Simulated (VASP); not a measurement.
Input of a VASP 6.6.1 run:

INCAR

```
ALGO     = Fast           # electronic algorithm
EDIFF    = 1E-7           # SCF threshold, eV
ENCUT    = 520            # plane-wave cutoff, eV
GGA      = PE             # functional
ISIF     = 2              # what is computed and relaxed
ISMEAR   = 0              # smearing method
LASPH    = T              # aspherical terms in the spheres
LCHARG   = T              # write CHGCAR
LELF     = T              # ELF
LREAL    = F              # projectors in reciprocal space
LVHAR    = T            
LWAVE    = F              # write WAVECAR
NBANDS   = 20             # bands
NELM     = 100            # most SCF steps
PREC     = Accurate       # precision mode
SIGMA    = 0.01           # smearing width, eV
```

The input KPOINTS:

```
k-points
0
Gamma
  6 6 4
```

File POSCAR:

```
SnSe2
1.0
    3.8251638404      0.0000000000      0.0000000000
   -1.9125819202      3.3126890594      0.0000000000
    0.0000000000      0.0000000000      6.2270561301
Sn Se
1 2
Direct
    0.0000000000      0.0000000000      0.0000000000
    0.3333333333      0.6666666667      0.2530760434
    0.6666666667      0.3333333333      0.7469239566
```

Potentials or basis: VASP PAW PBE potentials, release 64 (Sn_d, Se).

The run is started by

```console
$ cat potpaw_PBE.64/Sn_d/POTCAR potpaw_PBE.64/Se/POTCAR > POTCAR
$ mpirun -np 1 vasp_std > vasp.out
```

Q: What does it give for the largest force?

A: 0.262 eV/Å.

Q: Estimate the band gap on the k mesh.

A: 0.79 eV, indirect (least direct gap 1.12 eV).

Q: Predict the pressure.

A: 3.0 GPa.

Forces in eV/Å, atoms in the order of the input:
```
Sn   0.000  0.000  0.000
Se   0.000  0.000  0.262
Se   0.000  0.000 -0.262
```

Caveat: spin-orbit coupling is left out, which moves the levels of the heavy elements; this functional lacks dispersion, which binds the layers, so the pressure and a relaxed spacing across them are unreliable. A k mesh can miss the band edges.
